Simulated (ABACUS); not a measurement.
The system is Cl.

```
Cl
1.0
     3.14500   -2.25000    0.00000
     3.14500    2.25000    0.00000
     0.00000    0.00000    8.21000
Cl
4
Direct
  0.37000 0.63000 0.40000
  0.13000 0.87000 0.90000
  0.63000 0.37000 0.60000
  0.87000 0.13000 0.10000
```

Base run:

| Quantity | Value |
| --- | --- |
| Program | ABACUS 3.10.1 |
| Functional | PW91 |
| Potentials or basis | SG15 ONCV 1.2 PBE |
| Cutoff | 816 eV |
| Density cutoff | 3265 eV |
| Basis | plane waves |
| k mesh | 5 × 5 × 3 |
| Occupations | fermi-dirac, width 0.05 eV |
| Spin | no spin polarisation |

Its results: band gap on the k mesh 2.52 eV, indirect (least direct gap 2.57 eV); pressure 1.1 GPa; largest force 0.283 eV/Å.

Question: The run is repeated on the same cell with these changes: functional from PW91 to PBEsol. What comes out?

Answer: Band gap on the k mesh 2.44 eV, indirect (least direct gap 2.49 eV); pressure -0.3 GPa; largest force 0.191 eV/Å.

PBEsol binds more tightly than PW91, so the same cell stands under less pressure.

Caveats: the potentials were made for another functional, which shifts forces and pressure; an odd mesh through Γ misses points on the zone boundary, where band edges often lie.
